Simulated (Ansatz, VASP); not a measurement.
**BP in VASP and in Ansatz**

```
B P
1.0
     0.00000    2.34238    2.20593
     2.34238    0.00000    2.20593
     2.34238    2.34238    0.00000
B P
1 1
Direct
  0.00000 0.00000 0.00000
  0.75000 0.75000 0.75000
```

Change from the starting cell: strain +0.030 along x and y, -0.030 along z, atoms carried along.

Alike in both runs: task single point; functional PBE; k mesh 10 × 10 × 10; occupations gaussian, width 0.05 eV; no spin polarisation.

|  | VASP | Ansatz |
| --- | --- | --- |
| version | VASP 6.6.1 | Ansatz 0.2.0 |
| potentials or method | VASP PAW PBE potentials, release 64 (B, P) | scalar-relativistic, plane waves, PAW |
| plane-wave cutoff (eV) | 520 | 420 |
| valence electrons in the cell | 8 | 8 |

|  | VASP | Ansatz | Ansatz less VASP |
| --- | --- | --- | --- |
| gap on the k mesh at the Fermi level (eV) | 0.42 | 0.42 | +0.005 |
| least direct gap on the mesh (eV) | 2.78 | 2.78 | +0.004 |
| pressure (GPa) | -4.6 | -4.4 | +0.21 |
| largest component of the traceless stress (GPa) | 9.57 | 9.56 | -0.015 |
